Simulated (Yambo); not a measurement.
GaAs: optical spectrum with PBEsol

**Experimental background.**

From “Evidence of valence band perturbations in GaAsN/GaAs(001): A combined variable-angle spectroscopic ellipsometry and modulated photoreflectance investigation”, 2008, arxiv:0805.2212, for a bulk crystal of GaAs at 300 K: band gap 1.412 ± 0.01 eV (direct).

The system is GaAs.

```
CELL_PARAMETERS angstrom
0.00000 2.82685 2.82685
2.82685 0.00000 2.82685
2.82685 2.82685 0.00000
ATOMIC_POSITIONS crystal
As 0.75000 0.75000 0.75000
Ga 0.00000 0.00000 0.00000
```

* Program: Yambo 5.3.0
* Task: optical spectrum
* Functional: PBEsol
* Potentials or basis: PseudoDojo 0.4.1 SR PBEsol standard
* Cutoff: 1143 eV
* Density cutoff: 4572 eV
* k mesh: 10 × 10 × 10
* Occupations: fixed
* Spin: no spin polarisation
* k mesh of the self-consistent run: 10 × 10 × 10
* Direction of the field or of q to 0: y
* Broadening: 0.3 eV
* Kernel: none (independent particles)
* Top of the energy range: 15 eV
* Energy points: 150
* Correction of the levels: none
* Bands in the response: 34

| Item | Value |
| --- | --- |
| Band gap on the k mesh, mean-field level | 0.44 eV, direct |
| Absorption peak | 4.13 eV |
| Electronic dielectric constant along the field | 22.80 |

Dielectric function (along the field direction of the input):
```tsv
energy (eV)	real part	imaginary part
0.30	21.18	9.89
0.60	13.82	9.13
1.01	14.53	4.70
1.41	17.16	6.16
1.71	17.04	8.78
2.11	13.21	13.55
2.52	11.53	10.75
2.92	11.24	11.91
3.22	10.58	12.94
3.62	11.22	14.91
4.03	5.97	22.64
4.43	-3.57	14.80
4.73	-0.38	12.42
5.13	-3.36	14.49
5.54	-5.48	10.15
5.94	-5.63	7.34
6.24	-4.56	5.86
6.64	-4.09	5.35
7.05	-3.82	4.31
7.45	-3.49	3.69
7.75	-3.24	3.10
8.15	-2.62	2.71
8.56	-2.57	2.54
8.96	-2.36	1.87
9.26	-1.90	1.75
9.66	-1.85	1.76
10.07	-1.75	1.37
10.47	-1.46	1.16
10.77	-1.29	1.14
11.17	-1.26	0.96
11.58	-1.00	0.76
11.98	-0.82	0.73
12.28	-0.74	0.69
12.68	-0.62	0.62
13.09	-0.52	0.54
13.49	-0.38	0.51
13.79	-0.34	0.49
14.19	-0.25	0.45
14.60	-0.18	0.40
15.00	-0.09	0.35
```

Wall time 120 s on 1 thread of Intel(R) Xeon(R) Platinum 8259CL CPU @ 2.50GHz (Skylake/Cascade Lake), on a shared host.

Against the measured gap of GaAs, 1.412 eV (direct; 300 K; “Evidence of valence band perturbations in GaAsN/GaAs(001): A combined variable-angle spectroscopic ellipsometry and modulated photoreflectance investigation”, 2008, arxiv:0805.2212), the calculated 0.44 eV is off by -0.97 eV. 3 values of this kind are on record (1.412 to 1.51 eV); this one was drawn at random among those near their median, those with a stated uncertainty first. Spin-orbit coupling on As, Ga is left out. The value is that of PBEsol on a finite k mesh, which can miss the band edges, without temperature or zero-point motion. Semilocal functionals fall short of measured gaps as a rule.

Caveat: independent-particle spectra lack excitons.
